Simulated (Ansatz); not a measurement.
CuO:

```xyz
2
Lattice="0.0000 2.1166 2.1166 2.1166 0.0000 2.1166 2.1166 2.1166 0.0000" Properties=species:S:1:pos:R:3 pbc="T T T"
Cu    1.9814    1.9843    0.1219
O     2.2518    2.2488    1.9946
```

The cell comes from a database or a generator and needn't be the stable form of this composition.

Base run:

| Property | Result |
| --- | --- |
| Program | Ansatz 0.2.0 |
| Functional | PBEsol |
| Potentials or basis | Ansatz PAW |
| Cutoff | 420 eV (not typed: the program's choice for these potentials) |
| k mesh | 11 × 11 × 11 |
| Occupations | fermi-dirac, width 0.05 eV |
| Spin | no spin polarisation |
| Hubbard terms | Cu d U = 5.3 eV |

Its results: band gap on the k mesh none (metal or under the smearing width); pressure 11.9 GPa; largest force 1.121 eV/Å.

**Question.** After a change of settings the same cell gave: band gap on the k mesh none (metal or under the smearing width); pressure 4.4 GPa; largest force 0.947 eV/Å. Which change was it?
A. hubbard terms from Cu d U = 5.3 eV to Cu d U = 4.5 eV
B. functional from PBEsol to LDA
C. functional from PBEsol to r2SCAN; cutoff from 420 eV (not typed: the program's choice for these potentials) to 500 eV (not typed: the program's choice for these potentials); hubbard terms from Cu d U = 5.3 eV to none; hubbard projectors from ortho-atomic (the default) to none
D. functional from PBEsol to r2SCAN; cutoff from 420 eV (not typed: the program's choice for these potentials) to 500 eV (not typed: the program's choice for these potentials); hubbard terms from Cu d U = 5.3 eV to Cu d U = 4.5 eV

**Answer.** B.

LDA binds more tightly than PBEsol, so the same cell stands under less pressure.

Caveats: an odd number of electrons without spin polarisation forces a metal; a magnetic or distorted state may lie lower; the run has no spin polarisation, though such a crystal can be magnetic; U without spin polarisation on a metal has little footing; the PAW data sets come from PBE, with cores solved anew for the run's functional, which leaves a small shift of forces and pressure.

Runs at the PBE level aren't shown here.
